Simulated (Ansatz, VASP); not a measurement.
Two plane-wave programs on Zn

File INCAR:

```
SYSTEM = Zn
ALGO = Normal
EDIFF = 1E-6
ENCUT = 520
GGA = PE
ISIF = 2
ISMEAR = 1
LASPH = .True.
LCHARG = .False.
LREAL = .False.
LWAVE = .False.
NBANDS = 12
NELM = 60
PREC = Accurate
SIGMA = 0.1814
```

KPOINTS

```
k-points
0
Gamma
  12 12 12
  0 0 0
```

POSCAR

```
Zn
1.0
   -1.8882280000      1.8882280000      1.8882280000
    1.8882280000     -1.8882280000      1.8882280000
    1.8882280000      1.8882280000     -1.8882280000
Zn
1
Direct
    0.0000000000      0.0000000000      0.0000000000
```

Input for Ansatz:

```yaml
crystal:
  lattice:
    - [-1.888228, 1.888228, 1.888228]
    - [1.888228, -1.888228, 1.888228]
    - [1.888228, 1.888228, -1.888228]
  atoms:
    - { symbol: Zn, position: [0.0, 0.0, 0.0] }
  symmetry: { tolerance: 0.0003 }
kpoints:
  mp_grid: { grid: [12, 12, 12], shift: [0, 0, 0] }
  band_path:
    path:
      - [0.0, 0.0, 0.0]
      - [0.5, -0.5, 0.5]
      - [0.0, 0.0, 0.5]
      - [0.0, 0.0, 0.0]
      - [0.25, 0.25, 0.25]
      - [0.5, -0.5, 0.5]
      - [0.25, 0.25, 0.25]
      - [0.0, 0.0, 0.5]
    npoints: 8
magnetization:
  spin_polarized: false
scf:
  occupations: { method: methfessel_paxton, width: 0.1814 }
  lower_state_search: "off"
  max_iter: 200
hamiltonian:
  pseudopotentials: { kind: paw }
  xc: pbe
basis:
  ecutwfc: 420
  fft_grid_basis: typed
output:
  forces: true
  stress: true
  eigenvalues: true
  bader: true
  populations: true
  elf: true
  write_potential: true
  volumetric_format: npy
  dos:
    e_range: [-12, 8]
    de: 0.05
    projected: { site_lists: { Zn: [Zn] } }
checkpoint:
  read: saved_state
```

Alike in both runs: task single point; functional PBE; k mesh 12 × 12 × 12; occupations methfessel-paxton of order 1, width 0.1814 eV; no spin polarisation.

|  | VASP | Ansatz |
| --- | --- | --- |
| version | VASP 6.6.1 | Ansatz 0.2.0 |
| potentials or method | VASP PAW PBE potentials, release 64 (Zn) | PAW plane waves |
| plane-wave cutoff (eV) | 520 | 420 |
| valence electrons in the cell | 12 | 12 |

```csv
,VASP,Ansatz,Ansatz less VASP
pressure (GPa),-5.9,-5.9,-0.01
```
